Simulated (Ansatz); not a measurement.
# CoPtO2 (R-3m) in Ansatz: notebook, part 2 of 2

Ansatz 0.2.0. Earlier steps stand in the parts before.

## Step 8: Single point, LDA, collinear spin, ferromagnetic start, 10.67 Å³/atom (volume scaled by 1.04)

The input, input.yaml:

```yaml
crystal:
  lattice:
    - [1.4308545474, 0.8261042581, 6.0175479291]
    - [-1.4308545474, 0.8261042581, 6.0175479291]
    - [0.0, -1.6522085162, 6.0175479291]
  atoms:
    - { symbol: Pt, position: [0.0, 0.0, 0.0] }
    - { symbol: Co, position: [0.5, 0.5, 0.5], spin: 2.0 }
    - { symbol: O, position: [0.11224403, 0.11224403, 0.11224403] }
    - { symbol: O, position: [0.88775597, 0.88775597, 0.88775597] }
hamiltonian:
  xc: lda
  pseudopotentials: { kind: paw }
magnetization:
  spin_polarized: true
kpoints:
  mp_grid: { grid: [11, 11, 11] }
scf:
  occupations: { method: fermi_dirac, width: 0.05 }
output:
  forces: true
  stress: true
  eigenvalues: true
```

Started as:

```
ansatz run input.yaml --threads 2 --pin off --max-ram 5632MiB --backend cpu --events-out ev --progress --plain --runs-dir out
```

It took 16 s on 2 threads of Arm Neoverse V2, shared host; peak memory 0.54 GiB.

It converged, with:

| Item | Value |
| --- | --- |
| Free energy | -18416.7976 eV |
| Pressure | -20.7 GPa |
| Largest force | 0.161 eV/Å |
| Band gap on the k mesh | none (metal or under the smearing width) |
| Net moment | 0.00 μB per cell |
| Absolute moment | 0.00 μB per cell |

Caveat: the starting moments collapsed, and a magnetic state may lie lower; the pressure holds a Pulay correction of +0.9 GPa for the finite cutoff; semilocal functionals often make such compounds metallic where correlation or magnetic order opens a gap, which also shifts bond lengths; the PAW data sets come from PBE, with cores solved anew for the run's functional, which leaves a small shift of forces and pressure; the starting moments weren't kept.

## Step 9: Single point, LDA, collinear spin, ferromagnetic start, 10.87 Å³/atom (volume scaled by 1.06)

Edit input.yaml of step 8 so:

```diff
@@ -2,5 +2,5 @@
   lattice:
-    - [1.4308545474, 0.8261042581, 6.0175479291]
-    - [-1.4308545474, 0.8261042581, 6.0175479291]
-    - [0.0, -1.6522085162, 6.0175479291]
+    - [1.4399685164, 0.8313662105, 6.0558772933]
+    - [-1.4399685164, 0.8313662105, 6.0558772933]
+    - [0.0, -1.6627324211, 6.0558772933]
   atoms:
```

Potentials or basis: Ansatz PAW.

Started as:

```
ansatz run input.yaml --threads 2 --pin off --max-ram 5632MiB --backend cpu --events-out ev --progress --plain --runs-dir out
```

Run time: 16 s. Hardware: 2 threads of Arm Neoverse V2, shared host; peak memory 0.54 GiB.

The run converged. Its results:

- Free energy: -18416.6824 eV
- Pressure: -24.2 GPa
- Largest force: 0.195 eV/Å
- Band gap on the k mesh: none (metal or under the smearing width)
- Net moment: 0.00 μB per cell
- Absolute moment: 0.00 μB per cell

Caveat: the starting moments collapsed, and a magnetic state may lie lower; the pressure holds a Pulay correction of +0.9 GPa for the finite cutoff; semilocal functionals often make such compounds metallic where correlation or magnetic order opens a gap, which also shifts bond lengths; the PAW data sets come from PBE, with cores solved anew for the run's functional, which leaves a small shift of forces and pressure; the starting moments weren't kept.

## Step 10: Equation of state, LDA, collinear spin, ferromagnetic start

Potentials or basis: Ansatz PAW.

This step only gathers the single runs of the series.

Results:

```yaml
Equilibrium_volume: 9.81 Å³/atom
Bulk_modulus_at_fixed_shape_and_positions: 302 GPa
Pressure_derivative_of_the_bulk_modulus: 4.9
```

Energy against volume, from the lowest point:
```csv
volume (Å³/atom),energy (meV/atom)
9.644,2.61
9.849,0.00
10.054,5.30
10.259,17.61
10.464,36.10
10.669,60.08
10.875,88.89
```

Caveat: the cell was scaled at fixed shape and fractional positions, which overstates the stiffness of a crystal with free parameters, most of all of layers and chains. Spin-orbit coupling is left out, which matters for the levels of Pt.

## Step 11: Band structure, r2SCAN, collinear spin, ferromagnetic start

The input, input.yaml:

```yaml
crystal:
  lattice:
    - [1.4122699173, 0.8153744169, 5.9393891094]
    - [-1.4122699173, 0.8153744169, 5.9393891094]
    - [0.0, -1.6307488338, 5.9393891094]
  atoms:
    - { symbol: Pt, position: [0.0, 0.0, 0.0] }
    - { symbol: Co, position: [0.5, 0.5, 0.5], spin: 2.0 }
    - { symbol: O, position: [0.11224403, 0.11224403, 0.11224403] }
    - { symbol: O, position: [0.88775597, 0.88775597, 0.88775597] }
hamiltonian:
  xc: r2scan
  pseudopotentials: { kind: paw }
magnetization:
  spin_polarized: true
kpoints:
  mp_grid: { grid: [11, 11, 11] }
  band_path:
    path:
      - [[0.0, 0.0, 0.0], [0.5, 0.0, 0.0], [0.5, 0.179230997, -0.179230997]]
      - [[0.820769003, 0.5, 0.179230997], [0.5, 0.5, 0.5], [0.0, 0.0, 0.0], [0.3396154985, 0.0, -0.3396154985]]
      - [[0.6603845015, 0.3396154985, 0.0], [0.5, 0.5, 0.0], [0.6603845015, 0.6603845015, 0.179230997], [0.5, 0.5, 0.5]]
      - [[0.5, 0.0, 0.0], [0.820769003, 0.3396154985, 0.3396154985]]
    npoints: 14
scf:
  occupations: { method: fermi_dirac, width: 0.05 }
  n_extra_bands: 10
output:
  forces: true
  stress: true
  eigenvalues: true
  fatbands: false
```

Potentials or basis: Ansatz PAW.

Started as:

```
ansatz run input.yaml --threads 2 --pin off --max-ram 5632MiB --backend cpu --events-out ev --progress --plain --runs-dir out
```

Output:

```text
Warning: RAYON_NUM_THREADS=2 ignored (pool sized by the plan → 2); use --threads N
basis.fft_grid_basis auto: the FFT boxes are laid along the combinations [[1, 0, -1], [0, 1, -1], [0, 0, 1]] of the cell's own vectors, 2.825, 2.825 and 6.159 Å long. The dense box has 24×24×45 points. Along the cell's own vectors, as sized, it would have 45×45×45, 3.52 times as many. Of the 12 symmetry operations that the crystal satisfies within crystal.symmetry.tolerance (time reversal apart; of a slab, those that keep its plane) the dense box along the cell's own vectors carries 12, and the one as laid loses 8 of those. basis.fft_grid_basis: typed keeps the cell's own vectors: state it where this run's energies or levels are differenced outside the engine with another run's, or held beside a run that keeps those vectors.
scf.n_extra_bands = 10 over 24 filled bands (N_el = 47.0): the run solves 34 bands
Engine: ansatz 0.2.0, aarch64-unknown-linux-gnu
Pseudopotentials: kind: paw
Pseudopotential: Pt, paw, valence charge 18, recommended cutoff 500 eV (meta_gga), Pt.paw.azcp
Pseudopotential: Co, paw, valence charge 17, recommended cutoff 500 eV (meta_gga), Co.paw.azcp
Pseudopotential: O, paw, valence charge 6, recommended cutoff 500 eV (meta_gga), O.paw.azcp
Functional definition: r2SCAN
  parameter k0 = 0.174
  parameter k1 = 0.065
  parameter a1 = 4.9479
  exchange = r2scan_x(k0 = k0, k1 = k1, a1 = a1)
  correlation = r2scan_c
Crystal: 4 atoms, lattice volume = 41.036 Å³
Basis set: ecut = 500 eV, 1041 PW (Γ), FFT grids on a1−a3, a2−a3, a3, exchange–correlation on 96×96×180 points (64 copies of the dense FFT grid, shifted against one another)
Bands: 34, of which v1, the nominal top of the filled ones, is band 24 counted from 1 (23 counted from 0)
Symmetry: 12 space group operations
Space group: R-3m (ITA 166), of the structure as read, at distance tolerance 3.4e-5 Å
Magnetic group: BNS 166.97 (UNI 1327), of the structure as read, at distance tolerance 3.4e-5 Å
k-points: 146 of 1331
Non-local potential: Pt, projectors of the file, l = 0: 3, l = 1: 2, l = 2: 2, l = 3: 1
Non-local potential: Co, projectors of the file, l = 0: 3, l = 1: 2, l = 2: 3, l = 3: 1
Non-local potential: O, projectors of the file, l = 0: 2, l = 1: 2, l = 2: 1
[... 87 lines left out ...]
NSCF: frozen V_eff on 130 k-points
SCF converged after 20 iterations
Magnetization: -0.0000 μB (23.5000 up, 23.5000 down)
Absolute magnetization: 0.0000 μB (∫|ρ↑−ρ↓|, with the PAW one-centre terms)
Spin contamination: 0.0000 ħ² per cell (⟨S²⟩ above its minimum at these occupations)
Per-site moments (μB) at R_I (Å): [(-5.912264035416336e-7, 0.8249929496042441), (-8.475440218865198e-7, 0.7826291999317879), (8.293666234218991e-7, 0.782629199931788), (8.29366623391419e-7, 0.7826291999317879)]
Free energy (F): -18804.643710 eV
Harris-Foulkes:  -18804.643710 eV  (|F-HF|=6.54e-9)
Internal energy: -18804.642227 eV  (E = F + TS)
E sigma→0 (E₀):  -18804.642969 eV
Entropy (-TS):   -0.001483 eV (-0.371 meV/atom)
Fermi energy:    16.463985 eV
--- Per-component energies (eV) ---
  E_band       = -528.624993
  E_kinetic    = 1440.671439
  E_local      = -5691.927487  (includes V_loc(G=0)·N_el)
  E_nonlocal   = 754.573675
  E_hartree    = 2283.230781
  E_xc         = -552.954468
  E_vxc        = -774.922987  (∫ρ·V_xc dr)
  E_paw        = -11320.896724  (= ΣΔE_a)
  E_vpaw       = -872.067273  (= ΣTr[D̂ρ^β])
  E_aug_tail   = 0.002352  (compensation charges beyond the density's cutoff)
  E_vtau       = 48.578136  (kinetic-family band-sum trace: ∫τ·v_τ [+ j·A + Jᵃ·Aᵃ] dr)
  E_ewald      = -5716.751213
  E_core_change = -0.590582  (= ΣΔE_core)
  E_smearing   = -0.001483  (= −TS)
  E_closure    = 0.000000  (closes the sum)
  Σ components = -18804.643710   (vs F -18804.643710, Δ=0.00e0)
--- Forces (eV/Å), atoms counted from 1 ---
  atom   1  Pt     0.00000000     0.00000000     0.00000000
  atom   2  Co     0.00000000     0.00000000     0.00000000
  atom   3  O      0.00000000    -0.00000000     0.02820806
  atom   4  O      0.00000000     0.00000000    -0.02820806
  max |Σ_I F_I| component: 3.47e-18 eV/Å
--- Stress (GPa, compression-positive) ---
       -0.717778       0.000000      -0.000000
        0.000000      -0.717778       0.000000
        0.000000       0.000000      -1.598488
  P = ⅓ Tr σ = -1.0113 GPa (-10.113 kbar)
--- Band table (eV; the first three rows and the last of 292) ---
  k-point 0 ↑: bands = ["-84.3447", "-83.0257", "-44.8859", "-44.8859", "-44.8434", "-38.3486", "-37.6039", "-37.6039", "-6.4643", "-4.5456", "6.4020", "9.1564", "9.5729", "9.5729", "11.6049", "12.8152", "12.8152", "13.1068", "13.1068", "13.9169", "13.9169", "14.3268", "14.6799", "14.6799", "18.4473", "18.4473", "19.4900", "22.4128", "25.9201", "28.5750", "32.7728", "34.4255", "34.4255", "35.5860"]
  k-point 1 ↑: bands = ["-84.3432", "-83.0251", "-44.8920", "-44.8874", "-44.8424", "-38.3456", "-37.6290", "-37.6101", "-6.3679", "-4.5383", "6.5286", "9.2898", "9.4041", "9.6227", "11.8312", "12.2731", "12.5105", "13.0004", "13.3364", "13.9649", "14.0357", "14.3638", "14.5407", "14.7716", "18.2539", "18.3789", "19.6244", "22.9199", "26.1681", "28.9952", "32.9334", "33.4281", "34.7426", "35.1148"]
  k-point 2 ↑: bands = ["-84.3392", "-83.0237", "-44.9083", "-44.8912", "-44.8398", "-38.3377", "-37.6962", "-37.6268", "-6.0983", "-4.5223", "6.8662", "8.7802", "9.7573", "9.9424", "11.3056", "11.9816", "12.0697", "12.8178", "13.7220", "13.9270", "14.1218", "14.3013", "14.6252", "15.0066", "17.8735", "18.2170", "19.8928", "24.1215", "26.8460", "30.0530", "31.7870", "32.2673", "34.0957", "35.5185"]
  k-point 145 ↓: bands = ["-84.3432", "-83.0252", "-44.8920", "-44.8874", "-44.8424", "-38.3457", "-37.6290", "-37.6101", "-6.1293", "-4.8982", "8.0986", "8.6532", "9.5928", "9.7774", "10.1941", "11.6018", "11.9366", "12.9809", "13.3273", "14.0199", "14.0699", "14.8947", "15.4049", "15.5138", "17.8444", "18.0128", "20.7893", "21.8900", "26.0710", "28.8580", "32.7795", "34.8302", "34.9981", "35.3118"]
```

It took 4 min on 2 threads of Arm Neoverse V2, shared host; peak memory 2.2 GiB.

Results:

```yaml
Free_energy: -18804.6437 eV
Pressure: -1.0 GPa
Band_gap_on_the_k_mesh: none (metal or under the smearing width)
Net_moment: 0.00 μB per cell
Absolute_moment: 0.00 μB per cell
```

Levels at the corners of the path, in eV from the Fermi level:
Spin up:
| point | band 19 | band 20 | band 21 | band 22 | band 23 | band 24 | band 25 | band 26 | band 27 | band 28 |
| --- | --- | --- | --- | --- | --- | --- | --- | --- | --- | --- |
| Γ | -3.36 | -2.55 | -2.55 | -2.14 | -1.78 | -1.78 | 1.98 | 1.98 | 3.03 | 5.95 |
| L | -2.46 | -1.97 | -1.70 | -1.65 | -0.03 | 1.22 | 1.45 | 1.50 | 2.65 | 7.53 |
| B1 | -3.13 | -2.62 | -2.25 | -1.82 | -1.61 | 0.55 | 1.26 | 1.78 | 7.43 | 8.52 |
| B | -3.13 | -2.62 | -2.25 | -1.82 | -1.61 | 0.55 | 1.26 | 1.78 | 7.43 | 8.52 |
| Z | -3.34 | -2.48 | -2.48 | -1.50 | -0.94 | -0.94 | 1.58 | 1.58 | 4.29 | 4.89 |
| Γ | -3.36 | -2.55 | -2.55 | -2.14 | -1.78 | -1.78 | 1.98 | 1.98 | 3.03 | 5.95 |
| X | -3.13 | -2.61 | -2.25 | -1.85 | -1.58 | 0.53 | 1.28 | 1.75 | 7.87 | 8.08 |
| Q | -3.13 | -2.61 | -2.25 | -1.85 | -1.58 | 0.53 | 1.28 | 1.75 | 7.87 | 8.08 |
| F | -2.43 | -2.20 | -1.97 | -1.68 | -0.03 | 0.35 | 1.90 | 2.36 | 2.66 | 8.23 |
| P1 | -2.43 | -2.06 | -1.94 | -1.70 | -0.05 | 0.48 | 1.80 | 2.08 | 2.73 | 8.12 |
| Z | -3.34 | -2.48 | -2.48 | -1.50 | -0.94 | -0.94 | 1.58 | 1.58 | 4.29 | 4.89 |
| L | -2.46 | -1.97 | -1.70 | -1.65 | -0.03 | 1.22 | 1.45 | 1.50 | 2.65 | 7.53 |
| P | -2.43 | -2.06 | -1.94 | -1.70 | -0.05 | 0.48 | 1.80 | 2.08 | 2.73 | 8.12 |
Spin down:
```csv
point,band 20,band 21,band 22,band 23,band 24,band 25,band 26,band 27
Γ,-2.55,-2.55,-2.14,-1.78,-1.78,1.98,1.98,3.03
L,-1.97,-1.70,-1.65,-0.03,1.22,1.45,1.50,2.65
B1,-2.62,-2.25,-1.82,-1.61,0.55,1.26,1.78,7.43
B,-2.62,-2.25,-1.82,-1.61,0.55,1.26,1.78,7.43
Z,-2.48,-2.48,-1.50,-0.94,-0.94,1.58,1.58,4.29
Γ,-2.55,-2.55,-2.14,-1.78,-1.78,1.98,1.98,3.03
X,-2.61,-2.25,-1.85,-1.58,0.53,1.28,1.75,7.87
Q,-2.61,-2.25,-1.85,-1.58,0.53,1.28,1.75,7.87
F,-2.20,-1.97,-1.68,-0.03,0.35,1.90,2.36,2.66
P1,-2.06,-1.94,-1.70,-0.05,0.48,1.80,2.08,2.73
Z,-2.48,-2.48,-1.50,-0.94,-0.94,1.58,1.58,4.29
L,-1.97,-1.70,-1.65,-0.03,1.22,1.45,1.50,2.65
P,-2.06,-1.94,-1.70,-0.05,0.48,1.80,2.08,2.73
```

Caveat: the magnetic or orbital state may not be the lowest; the starting moments collapsed, and a magnetic state may lie lower; spin-orbit coupling is left out, which moves the levels of the heavy elements; semilocal functionals often make such compounds metallic where correlation or magnetic order opens a gap, which also shifts bond lengths; the PAW data sets come from PBE, with cores solved anew for the run's functional, which leaves a small shift of forces and pressure; the starting moments weren't kept. With open d or f shells a metallic result of r2SCAN can be an artefact of self-interaction; +U or a hybrid may open a gap.
